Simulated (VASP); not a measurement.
# Te2Mo: how cutoff and mesh change the relaxed cell

How far does the relaxed cell of Te2Mo depend on cutoff and k mesh? The starting structure is a measured crystal structure from the Crystallography Open Database. The first relaxation on each setting starts from this cell expanded by 3 % in volume.

Main program and level: VASP 6.6.1; Kohn-Sham DFT with plane waves and PAW; PBEsol.

**1. The structure**

The structure is hexagonal, space group P6_3/mmc (No. 194). The conventional cell has a = 3.518 Å, b = 3.518 Å, c = 13.974 Å, α = 90.00°, β = 90.00°, γ = 120.00°. Nearest to Te lie 3 Mo at 2.72 Å. Mo has 6 Te at 2.72 Å nearest. Farther neighbours and most contacts between anions are not listed.

Coordinates:

```xyz
6
Lattice="3.5182 0.0000 0.0000 -1.7591 3.0469 0.0000 0.0000 0.0000 13.9736" Properties=species:S:1:pos:R:3 pbc="T T T"
Te    1.7591    1.0156    5.2960
Te    0.0000    2.0312   12.2828
Te    1.7591    1.0156    1.6908
Te    0.0000    2.0312    8.6776
Mo    1.7591    1.0156   10.4802
Mo    0.0000    2.0312    3.4934
```

**2. Reference relaxation**

This run starts from the cell of an earlier relaxation, which isn't shown; the restart sets up the plane waves anew.

INCAR

```
SYSTEM = Te2Mo
PREC = Accurate
ENCUT = 450
EDIFF = 1E-06
NELM = 100
ISMEAR = 0
SIGMA = 0.03
LREAL = .FALSE.
ALGO = Normal
GGA = PS
NBANDS = 32
LASPH = .TRUE.
LORBIT = 11
LWAVE = .FALSE.
LCHARG = .FALSE.
KPAR = 8
IBRION = 2
NSW = 50
ISIF = 3
EDIFFG = -0.006
```

POSCAR

```
Te2Mo
1.0
    3.4944944796      0.0000000000      0.0000000000
   -1.7472472399      3.0263209928      0.0000000000
    0.0000000000      0.0000000000     13.9954079021
Te Mo
4 2
Direct
    0.6666666667      0.3333333333      0.3791231764
    0.3333333333      0.6666666667      0.8791231764
    0.6666666667      0.3333333333      0.1208768236
    0.3333333333      0.6666666667      0.6208768236
    0.6666666667      0.3333333333      0.7500000000
    0.3333333333      0.6666666667      0.2500000000
```

KPOINTS

```
Automatic mesh
0
Gamma
9 9 2
0 0 0
```

The projector-augmented-wave data sets are Te and Mo_sv (PBE family, release 64).

Launch:

```sh
mpirun -np 8 vasp_std
```

What it wrote:

```text
[banner, memory and clock lines left out]
running    8 mpi-ranks, on    1 nodes
 distrk:  each k-point on    1 cores,    8 groups
 distr:  one band on    1 cores,    1 groups

 POSCAR found type information on POSCAR TeMo
 POSCAR found :  2 types and       6 ions
|                                                                             |
|           W    W    AA    RRRRR   N    N  II  N    N   GGGG   !!!           |
|           W    W   A  A   R    R  NN   N  II  NN   N  G    G  !!!           |
|           W    W  A    A  R    R  N N  N  II  N N  N  G       !!!           |
|           W WW W  AAAAAA  RRRRR   N  N N  II  N  N N  G  GGG   !            |
|           WW  WW  A    A  R   R   N   NN  II  N   NN  G    G                |
|           W    W  A    A  R    R  N    N  II  N    N   GGGG   !!!           |
|                                                                             |
|     For optimal performance we recommend to set                             |
|       NCORE = 2 up to number-of-cores-per-socket                            |
|     NCORE specifies how many cores store one orbital (NPAR=cpu/NCORE).      |
|     This setting can greatly improve the performance of VASP for DFT.       |
|     The default, NCORE=1 might be grossly inefficient on modern             |
|     multi-core architectures or massively parallel machines. Do your        |
|     Unfortunately you need to use the default for GW and RPA                |
|     calculations (for HF NCORE is supported but not extensively tested      |
|     yet).                                                                   |
|                                                                             |

|                                                                             |
|               ----> ADVICE to this user running VASP <----                  |
|                                                                             |
|     You enforced a specific xc type in the INCAR file but a different       |
|     [... a line on the potential file left out ...]
|     I HOPE YOU KNOW WHAT YOU ARE DOING!                                     |
|                                                                             |

 LDA part: xc-table for (Slater+PW92), standard interpolation
 POSCAR, INCAR and KPOINTS ok, starting setup
 FFT: planning ... GRIDC
 FFT: planning ... GRID_SOFT
 FFT: planning ... GRID
 WAVECAR not read
 entering main loop
       N       E                     dE             d eps       ncg     rms          rms(c)
DAV:   1     0.364359126673E+03    0.36436E+03   -0.25544E+04  1808   0.130E+03
DAV:   2    -0.204778437928E+02   -0.38484E+03   -0.37487E+03  1944   0.323E+02
DAV:   3    -0.403678662744E+02   -0.19890E+02   -0.19679E+02  1904   0.634E+01
DAV:   4    -0.408481744517E+02   -0.48031E+00   -0.47899E+00  1904   0.986E+00
DAV:   5    -0.408615205204E+02   -0.13346E-01   -0.13343E-01  2032   0.163E+00    0.233E+01
DAV:   6    -0.399240662403E+02    0.93745E+00   -0.85892E+00  1728   0.148E+01    0.907E+00
DAV:   7    -0.398356891791E+02    0.88377E-01   -0.77152E+00  1664   0.116E+01    0.643E+00
DAV:   8    -0.394013839304E+02    0.43431E+00   -0.16633E+00  1824   0.601E+00    0.320E+00
DAV:   9    -0.394020386308E+02   -0.65470E-03   -0.24503E-01  1984   0.220E+00    0.137E+00
DAV:  10    -0.393946225874E+02    0.74160E-02   -0.50401E-02  1840   0.117E+00    0.343E-01
DAV:  11    -0.393947544551E+02   -0.13187E-03   -0.29849E-03  1912   0.261E-01    0.296E-01
DAV:  12    -0.393946834714E+02    0.70984E-04   -0.37410E-04  1840   0.886E-02    0.182E-01
DAV:  13    -0.393946356680E+02    0.47803E-04   -0.11521E-04  1944   0.569E-02    0.102E-01
DAV:  14    -0.393946295158E+02    0.61523E-05   -0.20576E-05  1744   0.188E-02    0.559E-02
DAV:  15    -0.393946281485E+02    0.13673E-05   -0.17301E-06  1208   0.692E-03    0.317E-02
DAV:  16    -0.393946267809E+02    0.13676E-05   -0.32858E-06  1352   0.799E-03    0.152E-02
DAV:  17    -0.393946264847E+02    0.29620E-06   -0.62164E-07   968   0.375E-03
   1 F= -.39394626E+02 E0= -.39394626E+02  d E =-.393946E+02
 curvature:   0.00 expect dE= 0.000E+00 dE for cont linesearch  0.000E+00
 trial: gam= 0.00000 g(F)=  0.177E-07 g(S)=  0.185E-04 ort = 0.000E+00 (trialstep = 0.100E+01)
 search vector abs. value=  0.186E-04
 reached required accuracy - stopping structural energy minimisation
```

The job ended after 10 s (8 MPI ranks of Intel Xeon 6975P-C (Granite Rapids), shared host; peak memory 2.2 GiB; 75 s of CPU time).

Lines that name or quote the potential files are left out of all logs, and their timing lines are given in words.

From OUTCAR (step 2):

```text
ion  position               nearest neighbor table
   1  0.667  0.333  0.379-   6 2.71   6 2.71   6 2.71   3 3.61
   2  0.333  0.667  0.879-   5 2.71   5 2.71   5 2.71   4 3.61
   3  0.667  0.333  0.121-   6 2.71   6 2.71   6 2.71   1 3.61
   4  0.333  0.667  0.621-   5 2.71   5 2.71   5 2.71   2 3.61
   5  0.667  0.333  0.750-   2 2.71   4 2.71   2 2.71   4 2.71   2 2.71   4 2.71
   6  0.333  0.667  0.250-   1 2.71   3 2.71   1 2.71   3 2.71   1 2.71   3 2.71

  LATTYP: Found a hexagonal cell.
 ALAT       =     3.4944944796
 C/A-ratio  =     4.0049878412

 Subroutine GETGRP returns: Found 24 space group operations
 (whereof 12 operations were pure point group operations)

The static configuration has the point symmetry D_3d.
 The point group associated with its full space group is D_6h.

 Found     24 irreducible k-points:

   k-points           NKPTS =     24   k-points in BZ     NKDIM =     24   number of bands    NBANDS=     32

   dimension x,y,z NGX =    24 NGY =   24 NGZ =   98
   dimension x,y,z NGXF=    48 NGYF=   48 NGZF=  196

   ENCUT  =  450.0 eV  33.07 Ry    5.75 a.u.   6.04  6.04 24.21*2*pi/ulx,y,z

   NELECT =      52.0000    total number of electrons

 k-points in reciprocal lattice and weights: Automatic mesh
   0.00000000  0.00000000  0.00000000       0.006
   0.11111111  0.00000000  0.00000000       0.037
   0.22222222  0.00000000  0.00000000       0.037
   0.33333333  0.00000000  0.00000000       0.037
   0.44444444  0.00000000  0.00000000       0.037
   0.11111111  0.11111111  0.00000000       0.037
   0.22222222  0.11111111  0.00000000       0.074
   0.33333333  0.11111111  0.00000000       0.074
   0.44444444  0.11111111  0.00000000       0.037
[...]
0.33333333  0.22222222  0.50000000       0.074
   0.33333333  0.33333333  0.50000000       0.012

 average (electrostatic) potential at core
       1 -85.8813       2 -85.8813       3 -85.8813       4 -85.8813       5 -73.1197
       6 -73.1197

 E-fermi :   8.4340

 k-point     1 :       0.0000    0.0000    0.0000
  band No.  band energies     occupation
    ...
     22       7.1396      2.00000
     23       7.1732      2.00000
     24       7.1732      2.00000
     25       7.7846      2.00000
     26       8.1284      2.00000
     27      11.1579      0.00000
     28      11.1579      0.00000
     29      11.2895      0.00000
     30      11.2895      0.00000
     31      11.3905      0.00000
    ...

 k-point     2 :       0.1111    0.0000    0.0000
  band No.  band energies     occupation
    ...
     22       6.9526      2.00000
     23       7.0771      2.00000
     24       7.1058      2.00000
     25       7.9538      2.00000
     26       8.0479      2.00000
     27      10.6065      0.00000
     28      10.6253      0.00000
     29      10.6570      0.00000
     30      10.7403      0.00000
     31      10.9857      0.00000
    ...

 k-point     3 :       0.2222    0.0000    0.0000
  band No.  band energies     occupation
    ...
     22       6.8647      2.00000
     23       6.9256      2.00000
     24       7.0749      2.00000
     25       7.3780      2.00000
     26       7.5180      2.00000
     27       9.4904      0.00000
     28       9.9995      0.00000
     29      10.1122      0.00000
     30      10.2559      0.00000
     31      10.5858      0.00000
    ...

  Total       -0.0333883     -0.0333883     -0.0086964      0.0000000      0.0000000     -0.0000000
  in kB       -0.3614265     -0.3614265     -0.0941385      0.0000000      0.0000000     -0.0000000
  external PRESSURE =      -0.2723305 kB  Pullay stress =       0.0000000 kB

  energy-cutoff  :      450.00
  volume of cell :      148.01
      direct lattice vectors                 reciprocal lattice vectors
     3.494494480  0.000000000  0.000000000     0.286164424  0.165217107  0.000000000
    -1.747247240  3.026320993  0.000000000     0.000000000  0.330434214  0.000000000
     0.000000000  0.000000000 13.995407902     0.000000000  0.000000000  0.071452008

 POSITION                                       TOTAL-FORCE (eV/Angst)
 -----------------------------------------------------------------------------------
      1.74725      1.00877      5.30598        -0.000000      0.000000      0.000303
     -0.00000      2.01755     12.30369        -0.000000     -0.000000      0.000303
      1.74725      1.00877      1.69172         0.000000      0.000000     -0.000303
     -0.00000      2.01755      8.68942        -0.000000     -0.000000     -0.000303
      1.74725      1.00877     10.49656         0.000000      0.000000      0.000000
     -0.00000      2.01755      3.49885         0.000000     -0.000000      0.000000
 -----------------------------------------------------------------------------------
    total drift:                                0.000000     -0.000000      0.000000

  FREE ENERGIE OF THE ION-ELECTRON SYSTEM (eV)
  ---------------------------------------------------
  free  energy   TOTEN  =       -39.3946264847 eV

  energy  without entropy=      -39.3946264847  energy(sigma->0) =      -39.39462648

 reached required accuracy - stopping structural energy minimisation

 total charge
# of ion       s       p       d       tot
------------------------------------------
    1        1.386   1.974   0.066   3.426
    2        1.386   1.974   0.066   3.426
    3        1.386   1.974   0.066   3.426
    4        1.386   1.974   0.066   3.426
    5        2.259   6.149   4.006  12.414
    6        2.259   6.149   4.006  12.414
--------------------------------------------------
tot         10.063  20.194   8.277  38.533

[... 3 further parts left out ...]
```

CONTCAR:

```
Te2Mo
   1.00000000000000
     3.4944944796000001    0.0000000000000000    0.0000000000000000
    -1.7472472399000001    3.0263209928000001    0.0000000000000000
     0.0000000000000000    0.0000000000000000   13.9954079021000002
  Te              Mo
     4     2
Direct
     0.6666666667000030    0.3333333332999970    0.3791231764000003
     0.3333333332999970    0.6666666667000030    0.8791231764000003
     0.6666666667000030    0.3333333332999970    0.1208768235999997
     0.3333333332999970    0.6666666667000030    0.6208768235999997
     0.6666666667000030    0.3333333332999970    0.7500000000000000
     0.3333333332999970    0.6666666667000030    0.2500000000000000
```

The PAW data sets were made with PBE, which is usual practice but a small mismatch for other functionals. The run keeps the 24 symmetry operations of its start, so it cannot find a distortion of lower symmetry.

The reference relaxation ends at 24.668 Å³ an atom.

**3. Relaxation with a cutoff of 240 eV**

Against step 2 the input has ENCUT = 240. This run starts from the cell of an earlier relaxation, which isn't shown; the restart sets up the plane waves anew.

Edit INCAR of step 2 so:

```diff
@@ -2,3 +2,3 @@
 PREC = Accurate
-ENCUT = 450
+ENCUT = 240
 EDIFF = 1E-06
```

POSCAR

```
Te2Mo
1.0
    3.4761012103      0.0000000000      0.0000000000
   -1.7380506052      3.0103919542      0.0000000000
    0.0000000000      0.0000000000     13.7380181401
Te Mo
4 2
Direct
    0.6666666667      0.3333333333      0.3818829722
    0.3333333333      0.6666666667      0.8818829722
    0.6666666667      0.3333333333      0.1181170278
    0.3333333333      0.6666666667      0.6181170278
    0.6666666667      0.3333333333      0.7500000000
    0.3333333333      0.6666666667      0.2500000000
```

KPOINTS is that of step 2.

Launch:

```sh
mpirun -np 8 vasp_std
```

What it wrote:

```text
[banner, memory and clock lines left out]
running    8 mpi-ranks, on    1 nodes
[...]
[... a notice as in an earlier step ...]

 [... a notice as in an earlier step ...]

 LDA part: xc-table for (Slater+PW92), standard interpolation
 POSCAR, INCAR and KPOINTS ok, starting setup
[...]
entering main loop
       N       E                     dE             d eps       ncg     rms          rms(c)
DAV:   1     0.237634440401E+03    0.23763E+03   -0.19118E+04  1952   0.798E+02
DAV:   2    -0.271143572162E+02   -0.26475E+03   -0.25817E+03  2008   0.245E+02
DAV:   3    -0.405012868428E+02   -0.13387E+02   -0.13157E+02  1912   0.476E+01
DAV:   4    -0.407937756813E+02   -0.29249E+00   -0.29190E+00  1888   0.697E+00
[...]
DAV:  15    -0.393402267855E+02    0.25558E-05   -0.34023E-06  1464   0.956E-03    0.373E-02
DAV:  16    -0.393402252239E+02    0.15616E-05   -0.31949E-06  1352   0.798E-03    0.213E-02
DAV:  17    -0.393402249359E+02    0.28797E-06   -0.69769E-07   944   0.385E-03
   1 F= -.39340225E+02 E0= -.39340225E+02  d E =-.393402E+02
[... from here on, the cycles between the ionic steps are left out ...]
   2 F= -.39326698E+02 E0= -.39326698E+02  d E =0.135269E-01
   3 F= -.39345049E+02 E0= -.39345049E+02  d E =-.482434E-02
   4 F= -.39347221E+02 E0= -.39347221E+02  d E =-.217135E-02
   5 F= -.39347919E+02 E0= -.39347919E+02  d E =-.286995E-02
   6 F= -.39349199E+02 E0= -.39349199E+02  d E =-.127939E-02
   7 F= -.39349658E+02 E0= -.39349658E+02  d E =-.173922E-02
   8 F= -.39349885E+02 E0= -.39349885E+02  d E =-.226609E-03
   9 F= -.39349898E+02 E0= -.39349898E+02  d E =-.239475E-03
  10 F= -.39349906E+02 E0= -.39349906E+02  d E =-.768641E-05
  11 F= -.39349960E+02 E0= -.39349960E+02  d E =-.619072E-04
[...]
reached required accuracy - stopping structural energy minimisation
```

Elapsed: 29 s, on 8 MPI ranks; peak memory 1.6 GiB.

Parts of OUTCAR (step 3):

```text
  Total       -0.0099512     -0.0099512      0.0298910      0.0000000      0.0000000      0.0000000
  in kB       -0.1129088     -0.1129088      0.3391509      0.0000000      0.0000000      0.0000000
  external PRESSURE =       0.0377777 kB  Pullay stress =       0.0000000 kB

 POSITION                                       TOTAL-FORCE (eV/Angst)
 -----------------------------------------------------------------------------------
      1.73160      0.99974      5.21274         0.000000     -0.000000     -0.002534
     -0.00000      1.99948     12.01014        -0.000000      0.000000     -0.002534
      1.73160      0.99974      1.58467         0.000000     -0.000000      0.002534
     -0.00000      1.99948      8.38207        -0.000000      0.000000      0.002534
      1.73160      0.99974     10.19611         0.000000      0.000000      0.000000
     -0.00000      1.99948      3.39870        -0.000000     -0.000000      0.000000
 -----------------------------------------------------------------------------------
    total drift:                               -0.000000      0.000000     -0.000000

  FREE ENERGIE OF THE ION-ELECTRON SYSTEM (eV)
  ---------------------------------------------------
  free  energy   TOTEN  =       -39.3499598247 eV

  energy  without entropy=      -39.3499598247  energy(sigma->0) =      -39.34995982

[... 2 parts as in an earlier step ...]

[... 2 further parts left out ...]
[key lines of the parts left out:]
E-fermi :   9.1711
```

Logs of long relaxations may skip ionic steps without a mark.

With a cutoff of 240 eV the cell ends at 23.535 Å³ an atom, -4.59 % from the reference, a by -0.9 % and c by -2.9 %, and since the restart alone still moved it by -1.8 % it may not have settled.

(Continued in part 2 of 2.)

[Lines on the potential files, build, host, timing and source positions are cut from VASP's logs without a mark.]

[Logs are printed without paths, hosts, clocks, repeated set-up lines and the standing remarks that a program may print on its own settings, such as how far it seeks lower states.]

[Hosts, paths, dates, database ids (printed as entryN), source tags and the programs' standing remarks are cut or masked in the printed files.]
